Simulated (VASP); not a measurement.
Input of a VASP 6.6.1 run:

File INCAR:

```
  PREC = Accurate
  ENCUT = 520
  EDIFF = 1E-6
  ISMEAR = 0
  SIGMA = 0.1
  LREAL = False
  LASPH = True
  NELM = 100
  ALGO = Normal
  ISIF = 2
  LWAVE = False
  LCHARG = True
  GGA = RP
  LELF = True
  LVHAR = True
  NBANDS = 16
```

File KPOINTS:

```
Automatic mesh
0
Gamma
  8 8 8
```

POSCAR

```
GaP
1.0
    0.0000000000      2.7252500000      2.7252500000
    2.7252500000      0.0000000000      2.7252500000
    2.7252500000      2.7252500000      0.0000000000
Ga P
1 1
Direct
    0.0000000000      0.0000000000      0.0000000000
    0.7500000000      0.7500000000      0.7500000000
```

Potentials or basis: VASP PAW PBE potentials, release 64 (Ga_d, P).

Launch:

```sh
$ cat potpaw_PBE.64/Ga_d/POTCAR potpaw_PBE.64/P/POTCAR > POTCAR
$ mpirun -np 1 vasp_std > vasp.out
```

(1) Predict the band gap on the k mesh.

(2) Estimate the pressure.

Results:

(1) 1.73 eV, indirect (least direct gap 1.96 eV).

(2) 4.4 GPa.

Caveat: the PAW data sets were made with another functional, which shifts forces and pressure a little.

**What was measured.**

From “Stacking defects in GaP nanowires: Electronic structure and optical properties”, 2018, arxiv:1810.01194, for a bulk crystal of GaP at 10 K: band gap 2.34 eV (indirect).

A measured gap of GaP is 2.34 eV (indirect; 10 K; quoted in “Stacking defects in GaP nanowires: Electronic structure and optical properties”, 2018, arxiv:1810.01194); the calculated 1.73 eV misses it by -0.61 eV. Spin-orbit coupling on Ga is left out. The value is that of RPBE on a finite k mesh, which can miss the band edges, without temperature or zero-point motion. Semilocal functionals fall short of measured gaps as a rule.
